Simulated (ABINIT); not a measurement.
# BAs (F-43m) in ABINIT: notebook

One crystal, BAs, is run at these levels: SOGGA, BLYP; tasks: equation of state.

Program: ABINIT 10.8.3 (patched build). These are calculated values, not measurements. Logs are shortened: lines on timing, memory, paths and dates and some standing lists are left out, and cuts for length are marked. The log counts tension as positive stress, the text compression.

**Experimental background.**

“Basic Physical Properties of Cubic Boron Arsenide”, 2019, arxiv:1911.11281 quotes, for a bulk crystal of BAs: bulk modulus 148 GPa.

The runs below are set against these values where they give the same quantity.

**1. Starting point**

Symmetry: F-43m, No. 216, cubic system. The conventional cell has a = 4.777 Å, b = 4.777 Å, c = 4.777 Å, α = 90.00°, β = 90.00°, γ = 90.00°. Around As (site symmetry -43m) lie 4 B at 2.07 Å. B (site symmetry -43m) has 4 As at 2.07 Å as nearest neighbours.

**2. Equation of state, SOGGA**

The input, run.abi:

```
# Datasets: one volume each
ndtset 7
getwfk -1
scalecart1 3*0.9795861087
scalecart2 3*0.9864848297
scalecart3 3*0.9932883884
scalecart4 3*1.0000000000
scalecart5 3*1.0066227096
scalecart6 3*1.0131594038
scalecart7 3*1.0196128224

# Pseudopotentials
pp_dirpath "./"
pseudos "As.GGA_PBE-JTH_sp.xml, B.GGA_PBE-JTH.xml"

# Structure
acell 3*1.0
rprim
     0.0000000000     4.5136108487     4.5136108487
     4.5136108487     0.0000000000     4.5136108487
     4.5136108487     4.5136108487     0.0000000000
ntypat 2
znucl 33 5
natom 2
typat 1 2
xred
     0.7500000000     0.7500000000     0.7500000000
     0.0000000000     0.0000000000     0.0000000000

# Plane-wave basis
ecut 408.170794 eV
pawecutdg 30.0

# k points
kptopt 1
ngkpt 10 10 10
nshiftk 1
shiftk 0.0 0.0 0.0

# Exchange and correlation
ixc -150130

# Bands and occupations
nband 8
occopt 3
tsmear 0.05 eV

# SCF cycle
nstep 100
tolvrs 1.0e-9

# Output
iomode 3
prtwf 1
prtden 0
prteig 0
prtebands 0
```

Potentials or basis: JTH PAW PBE v2.0 sp.

Launch:

```
$ abinit run.abi > log 2>&1
```

run.abo:

```text
.Version 10.8.3 of ABINIT
 DATASET    1 : space group F-4 3 m (#216); Bravais cF (face-center cubic)
================================================================================
 Values of the parameters that define the memory need for DATASET  1.
     intxc =       0    ionmov =       0      iscf =      17    lmnmax =       8
     lnmax =       4     mgfft =      24  mpssoang =       2    mqgrid =    3001
     natom =       2  nloc_mem =       2    nspden =       1   nspinor =       1
    nsppol =       1      nsym =      24    n1xccc =       1    ntypat =       2
    occopt =       3   xclevel =       2
       mpw =         495          nfft =       13824          nkpt =          47
 PAW method is used; the additional fine FFT grid is defined by:
   mgfftf=        32    nfftf =     32768
================================================================================
================================================================================
[... 71 lines left out ...]
 DATASET    7 : space group F-4 3 m (#216); Bravais cF (face-center cubic)
================================================================================
 Values of the parameters that define the memory need for DATASET  7.
     intxc =       0    ionmov =       0      iscf =      17    lmnmax =       8
     lnmax =       4     mgfft =      24  mpssoang =       2    mqgrid =    3001
     natom =       2  nloc_mem =       2    nspden =       1   nspinor =       1
    nsppol =       1      nsym =      24    n1xccc =       1    ntypat =       2
    occopt =       3   xclevel =       2
       mpw =         552          nfft =       13824          nkpt =          47
 PAW method is used; the additional fine FFT grid is defined by:
   mgfftf=        36    nfftf =     46656
================================================================================
================================================================================

--------------------------------------------------------------------------------
------------- Echo of variables that govern the present computation ------------
--------------------------------------------------------------------------------
 -outvars: echo values of preprocessed input variables --------
            acell      1.0000000000E+00  1.0000000000E+00  1.0000000000E+00 Bohr
              amu      7.49215900E+01  1.08110000E+01
             ecut      1.50000000E+01 Hartree
           getwfk          -1
              ixc     -150130
           jdtset        1    2    3    4    5    6    7
         kptrlatt       10    0    0      0   10    0      0    0   10
          kptrlen1     6.25290353E+01
          kptrlen2     6.29693951E+01
          kptrlen3     6.34036805E+01
          kptrlen4     6.38320968E+01
          kptrlen5     6.42548382E+01
          kptrlen6     6.46720891E+01
          kptrlen7     6.50840244E+01
            natom           2
            nband           8
           ndtset           7
            ngfft          24      24      24
          ngfftdg1         32      32      32
          ngfftdg2         32      32      32
          ngfftdg3         32      32      32
          ngfftdg4         32      32      32
          ngfftdg5         32      32      32
          ngfftdg6         32      32      32
          ngfftdg7         36      36      36
             nkpt          47
            nstep         100
             nsym          24
           ntypat           2
           occopt           3
        pawecutdg      3.00000000E+01 Hartree
         pawxcdev           0
           prtden           0
        prtebands           0
           prteig           0
            rprim1     0.0000000000E+00  4.4214704875E+00  4.4214704875E+00
                       4.4214704875E+00  0.0000000000E+00  4.4214704875E+00
                       4.4214704875E+00  4.4214704875E+00  0.0000000000E+00
            rprim2     0.0000000000E+00  4.4526086294E+00  4.4526086294E+00
                       4.4526086294E+00  0.0000000000E+00  4.4526086294E+00
                       4.4526086294E+00  4.4526086294E+00  0.0000000000E+00
            rprim3     0.0000000000E+00  4.4833172458E+00  4.4833172458E+00
                       4.4833172458E+00  0.0000000000E+00  4.4833172458E+00
                       4.4833172458E+00  4.4833172458E+00  0.0000000000E+00
            rprim4     0.0000000000E+00  4.5136108487E+00  4.5136108487E+00
                       4.5136108487E+00  0.0000000000E+00  4.5136108487E+00
                       4.5136108487E+00  4.5136108487E+00  0.0000000000E+00
            rprim5     0.0000000000E+00  4.5435031826E+00  4.5435031826E+00
                       4.5435031826E+00  0.0000000000E+00  4.5435031826E+00
                       4.5435031826E+00  4.5435031826E+00  0.0000000000E+00
            rprim6     0.0000000000E+00  4.5730072765E+00  4.5730072765E+00
                       4.5730072765E+00  0.0000000000E+00  4.5730072765E+00
                       4.5730072765E+00  4.5730072765E+00  0.0000000000E+00
            rprim7     0.0000000000E+00  4.6021354967E+00  4.6021354967E+00
                       4.6021354967E+00  0.0000000000E+00  4.6021354967E+00
                       4.6021354967E+00  4.6021354967E+00  0.0000000000E+00
          spgroup         216
           tolvrs      1.00000000E-09
           tsmear      1.83746611E-03 Hartree
            typat      1  2
           useylm           1
           xangst1     3.5096121286E+00  3.5096121286E+00  3.5096121286E+00
                       0.0000000000E+00  0.0000000000E+00  0.0000000000E+00
           xangst2     3.5343285212E+00  3.5343285212E+00  3.5343285212E+00
                       0.0000000000E+00  0.0000000000E+00  0.0000000000E+00
           xangst3     3.5587039712E+00  3.5587039712E+00  3.5587039712E+00
                       0.0000000000E+00  0.0000000000E+00  0.0000000000E+00
           xangst4     3.5827499976E+00  3.5827499976E+00  3.5827499976E+00
                       0.0000000000E+00  0.0000000000E+00  0.0000000000E+00
           xangst5     3.6064775104E+00  3.6064775104E+00  3.6064775104E+00
                       0.0000000000E+00  0.0000000000E+00  0.0000000000E+00
           xangst6     3.6298968515E+00  3.6298968515E+00  3.6298968515E+00
                       0.0000000000E+00  0.0000000000E+00  0.0000000000E+00
           xangst7     3.6530178370E+00  3.6530178370E+00  3.6530178370E+00
                       0.0000000000E+00  0.0000000000E+00  0.0000000000E+00
            xcart1     6.6322057312E+00  6.6322057312E+00  6.6322057312E+00
                       0.0000000000E+00  0.0000000000E+00  0.0000000000E+00
            xcart2     6.6789129441E+00  6.6789129441E+00  6.6789129441E+00
                       0.0000000000E+00  0.0000000000E+00  0.0000000000E+00
            xcart3     6.7249758687E+00  6.7249758687E+00  6.7249758687E+00
                       0.0000000000E+00  0.0000000000E+00  0.0000000000E+00
            xcart4     6.7704162730E+00  6.7704162730E+00  6.7704162730E+00
                       0.0000000000E+00  0.0000000000E+00  0.0000000000E+00
            xcart5     6.8152547739E+00  6.8152547739E+00  6.8152547739E+00
                       0.0000000000E+00  0.0000000000E+00  0.0000000000E+00
            xcart6     6.8595109147E+00  6.8595109147E+00  6.8595109147E+00
                       0.0000000000E+00  0.0000000000E+00  0.0000000000E+00
            xcart7     6.9032032450E+00  6.9032032450E+00  6.9032032450E+00
                       0.0000000000E+00  0.0000000000E+00  0.0000000000E+00
             xred      7.5000000000E-01  7.5000000000E-01  7.5000000000E-01
                       0.0000000000E+00  0.0000000000E+00  0.0000000000E+00
            znucl       33.00000    5.00000

================================================================================

 chkinp: Checking input parameters for consistency, jdtset=   1.

 chkinp: Checking input parameters for consistency, jdtset=   2.
[... 31 lines left out ...]
 getcut: wavevector=  0.0000  0.0000  0.0000  ngfft=  24  24  24
         ecut(hartree)=     15.000   => boxcut(ratio)=   2.20150

 getcut : COMMENT -
  Note that boxcut > 2.2 ; recall that boxcut=Gcut(box)/Gcut(sphere) = 2
  is sufficient for exact treatment of convolution.
  Such a large boxcut is a waste : you could raise ecut
  e.g. ecut=   18.174764 Hartrees makes boxcut=2

 Fine grid specifications (used for densities):

 getcut: wavevector=  0.0000  0.0000  0.0000  ngfft=  32  32  32
         ecut(hartree)=     30.000   => boxcut(ratio)=   2.07559

--- Pseudopotential description ------------------------------------------------
- pspini: atom type   1  psp file is ./As.GGA_PBE-JTH_sp.xml
 Pseudopotential format is: paw10
 basis_size (lnmax)=  4 (lmn_size=  8), orbitals=   0   0   1   1
 Spheres core radius: rc_sph= 2.10391912
 Shapefunction is BESSEL type: shapef(r,l)=aa(1,l)*jl(q(1,l)*r)+aa(2,l)*jl(q(2,l)*r)
 Radius for shape functions =  1.80731519
 Compensation charge density is not taken into account in XC energy/potential

- pspini: atom type   2  psp file is ./B.GGA_PBE-JTH.xml
 Pseudopotential format is: paw10
 basis_size (lnmax)=  4 (lmn_size=  8), orbitals=   0   0   1   1
 Spheres core radius: rc_sph= 1.70616958
 Shapefunction is SIN type: shapef(r)=[sin(pi*r/rshp)/(pi*r/rshp)]**2
 Radius for shape functions =  1.40269776
 Compensation charge density is not taken into account in XC energy/potential

   3.27472520E+02                                ecore*ucvol(ha*bohr**3)
--------------------------------------------------------------------------------

[... 1053 lines left out ...]
 getcut: wavevector=  0.0000  0.0000  0.0000  ngfft=  36  36  36
         ecut(hartree)=     30.000   => boxcut(ratio)=   2.24338

 getcut : COMMENT -
  Note that boxcut > 2.2 ; recall that boxcut=Gcut(box)/Gcut(sphere) = 2
  is sufficient for exact treatment of convolution.
  Such a large boxcut is a waste : you could raise ecut
  e.g. ecut=   37.745568 Hartrees makes boxcut=2

--------------------------------------------------------------------------------

-inwffil : will read wavefunctions from disk file runo_DS6_WFK.nc

================================================================================
[... 137 lines left out ...]
-Cartesian components of stress tensor (GPa)         [Pressure= -8.4494E+00 GPa]
- sigma(1 1)=  8.44944403E+00  sigma(3 2)=  0.00000000E+00
- sigma(2 2)=  8.44944403E+00  sigma(3 1)=  0.00000000E+00
- sigma(3 3)=  8.44944403E+00  sigma(2 1)=  0.00000000E+00

== END DATASET(S) ==============================================================
================================================================================

 -outvars: echo values of variables after computation  --------
            acell      1.0000000000E+00  1.0000000000E+00  1.0000000000E+00 Bohr
           etotal1    -9.2658245130E+00
           etotal2    -9.2666756913E+00
           etotal3    -9.2671017011E+00
           etotal4    -9.2671396847E+00
           etotal5    -9.2668257522E+00
           etotal6    -9.2661986826E+00
           etotal7    -9.2652844514E+00
            fcart1     3.8062071640E-30  1.2790627331E-46 -3.8062071640E-30
                      -3.8062071640E-30 -1.2790627331E-46  3.8062071640E-30
            fcart2    -1.1811217062E-29  5.1969355073E-30  3.3071407774E-30
                       1.1811217062E-29 -5.1969355073E-30 -3.3071407774E-30
            fcart3    -0.0000000000E+00 -0.0000000000E+00 -0.0000000000E+00
                      -0.0000000000E+00 -0.0000000000E+00 -0.0000000000E+00
            fcart4     4.6606345808E-31  4.6606345808E-31 -1.3981903743E-30
                      -4.6606345808E-31 -4.6606345808E-31  1.3981903743E-30
            fcart5    -0.0000000000E+00 -0.0000000000E+00 -0.0000000000E+00
                      -0.0000000000E+00 -0.0000000000E+00 -0.0000000000E+00
[... 38 lines left out ...]
                       0.0000000000E+00  0.0000000000E+00  0.0000000000E+00
           xangst1     3.5096121286E+00  3.5096121286E+00  3.5096121286E+00
                       0.0000000000E+00  0.0000000000E+00  0.0000000000E+00
           xangst2     3.5343285212E+00  3.5343285212E+00  3.5343285212E+00
                       0.0000000000E+00  0.0000000000E+00  0.0000000000E+00
           xangst3     3.5587039712E+00  3.5587039712E+00  3.5587039712E+00
                       0.0000000000E+00  0.0000000000E+00  0.0000000000E+00
           xangst4     3.5827499976E+00  3.5827499976E+00  3.5827499976E+00
                       0.0000000000E+00  0.0000000000E+00  0.0000000000E+00
           xangst5     3.6064775104E+00  3.6064775104E+00  3.6064775104E+00
                       0.0000000000E+00  0.0000000000E+00  0.0000000000E+00
           xangst6     3.6298968515E+00  3.6298968515E+00  3.6298968515E+00
                       0.0000000000E+00  0.0000000000E+00  0.0000000000E+00
           xangst7     3.6530178370E+00  3.6530178370E+00  3.6530178370E+00
                       0.0000000000E+00  0.0000000000E+00  0.0000000000E+00
             xred      7.5000000000E-01  7.5000000000E-01  7.5000000000E-01
                       0.0000000000E+00  0.0000000000E+00  0.0000000000E+00
 Calculation completed.
```

Run time: 69 s. Hardware: 1 thread of Arm Neoverse V1, shared host; peak memory 0.12 GiB.

What came out:

```
Equilibrium volume                      : 13.52 Å³/atom
Bulk modulus                            : 144 GPa
Pressure derivative of the bulk modulus : 4.0
```

Energy against volume, from the lowest point:
```
volume (Å³/atom)  energy (meV/atom)
          12.809              17.89
          13.081               6.31
          13.354               0.52
          13.626               0.00
          13.899               4.27
          14.171              12.80
          14.444              25.24
```

Caveat: pressures at fixed basis lie under the slope of the energies; the PAW data sets were made with another functional, which shifts forces and pressure a little; this set keeps more shells in the core, which shifts pressures and gaps.

(Continued in part 2 of 2.)
